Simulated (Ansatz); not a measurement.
Runs of Ansatz 0.2.0 on TePb. The structure is cubic, space group Fm-3m (No. 225). Conventional cell: a = 6.462 Å, b = 6.462 Å, c = 6.462 Å, α = 90.00°, β = 90.00°, γ = 90.00°. Pb (site symmetry m-3m) has 6 Te at 3.23 Å as nearest neighbours. Te (site symmetry m-3m) has 6 Pb at 3.23 Å as nearest neighbours. 

```csv
task,level,potentials or basis,spin,cell,k mesh,cutoff (eV),smearing,atoms under strain,points for each segment of the path,broadening,other keys,gap on the mesh (eV),pressure (GPa)
elastic constants,PBE,Ansatz NC,off,volume scaled by 0.88,6 × 6 × 6,1120,fixed,relaxed,-,-,-,(a),10.3
single point,PBE,Ansatz PAW,off,"atoms moved at random, drawn with an rms of 0.05 Å",7 × 7 × 7,420,fermi-dirac 0.05 eV,-,-,-,-,1.01,2.2
band structure,rPW86-PBE+D3(BJ),Ansatz PAW large core,"collinear, program default start",cell strained at random at fixed volume,6 × 6 × 6,420,fermi-dirac 0.05 eV,-,14,-,-,0.35,2.8
projected density of states,PBE+D4,Ansatz PAW,"SOC, no magnetisation",as given,7 × 7 × 7,420,gaussian 0.001 eV,-,-,-,scf.occupations.method = gaussian; scf.occupations.width = 0.001,-,-0.1
```

**Question.** Fill in the values left out.

**Answer.** (a) 0.40.

Caveats: spin-orbit coupling is left out, which as a rule narrows the gap of such compounds by several tenths of an eV (some runs); the cell is more than 3 GPa from zero pressure, which shifts response properties (some runs); odd divisions of the mesh miss points on the zone boundary, where band edges often lie, so the gap on the mesh can be too wide (some runs); this set keeps more shells in the core, which shifts pressures and gaps (some runs); the PAW data sets come from PBE, with cores solved anew for the run's functional, which leaves a small shift of forces and pressure (some runs).

A k mesh can miss the band edges, and rows without SOC leave out spin-orbit coupling on Pb, Te.

The runs don't all hold the same shells in valence.
